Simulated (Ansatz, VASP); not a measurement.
## FeSi2: VASP beside Ansatz

```
CELL_PARAMETERS angstrom
2.75657 0.00000 0.00000
0.00000 2.66203 0.00000
0.00000 0.00000 5.08001
ATOMIC_POSITIONS crystal
Fe 0.00000 0.00000 0.00000
Si 0.50000 0.50000 0.27070
Si 0.50000 0.50000 0.72930
```

Change from the starting cell: uniaxial strain along a, b, c and atoms relaxed: +3.0 %.

Alike in both runs: functional PBEsol; k mesh 16 × 16 × 8; occupations gaussian, width 0.1 eV; no spin polarisation.

Ansatz relaxed the structure, and its values are those at the end. VASP's run is a single point on that final structure, the one shown.

```csv
,VASP,Ansatz
version,VASP 6.6.1,Ansatz 0.2.0
potentials or method,"VASP PAW PBE potentials, release 64 (Fe, Si)","scalar-relativistic, plane waves, PAW"
plane-wave cutoff (eV),520,420
valence electrons in the cell,16,24
```

```tsv
	VASP	Ansatz	Ansatz less VASP
gap on the k mesh at the Fermi level (eV)	none	none	-
pressure (GPa)	-2.5	-2.9	-0.36
rms of the force components (eV/Å)	0.008	0.000	-0.0077
```

A gap of «none» marks a metal or a gap that the smearing closes. The functional is the same, so the differences come from potentials, cutoffs and numerics. The two sets of potentials don't hold the same shells in valence.

Caveats: the PAW data sets were made with another functional, which shifts forces and pressure a little (VASP). Spin polarisation is off, so any magnetic state and its effect on volume and gap are missing.
